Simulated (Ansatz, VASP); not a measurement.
One calculation of Ru, two programs

```
Ru
1.0
     0.00000    2.73916    2.73916
     2.73916    0.00000    2.73916
     2.73916    2.73916    0.00000
Ru
2
Cartesian
  0.6848 0.6848 0.6848
  4.7935 4.7935 4.7935
```

Alike in both runs: functional revPBE; k mesh 10 × 10 × 10; occupations fermi-dirac, width 0.1 eV; no spin polarisation.

Ansatz relaxed the structure, and its values are those at the end. VASP's run is a single point on that final structure, the one shown.

```csv
,VASP,Ansatz
version,VASP 6.6.1,Ansatz 0.2.0
potentials or method,"VASP PAW PBE potentials, release 64 (Ru_pv)","plane waves (420 eV) with PAW, scalar-relativistic"
plane-wave cutoff (eV),520,420
valence electrons in the cell,28,32
```

VASP gave:

```
pressure (GPa) : 0.3
```

Task: What did Ansatz give for the same quantities?

Result: Pressure (GPa): 0.0.

The two sets of potentials don't hold the same shells in valence.

Caveats: the PAW data sets were made with another functional, which shifts forces and pressure a little (VASP).
